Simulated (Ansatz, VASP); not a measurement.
One calculation of PbO, two programs

```
Pb O
1.0
     0.00000    2.77394    2.77394
     2.77394    0.00000    2.77394
     2.77394    2.77394    0.00000
Pb O
1 1
Direct
  0.00000 0.00000 0.00000
  0.25000 0.25000 0.25000
```

Alike in both runs: task single point; functional PBE; k mesh 6 × 6 × 6; no spin polarisation.

```csv
,VASP,Ansatz
version,VASP 6.6.1,Ansatz 0.2.0
potentials or method,"VASP PAW PBE potentials, release 64 (Pb_d, O)","plane waves, PAW"
plane-wave cutoff (eV),520,420
occupations,"gaussian, width 0.01 eV",fixed
valence electrons in the cell,20,20
```

|  | VASP | Ansatz | Ansatz less VASP |
| --- | --- | --- | --- |
| gap on the k mesh at the Fermi level (eV) | 0.39 | 0.39 | -0.001 |
| pressure (GPa) | 4.4 | 4.4 | +0.01 |

Caveats: spin-orbit coupling is left out, which as a rule narrows the gap of such compounds by several tenths of an eV.
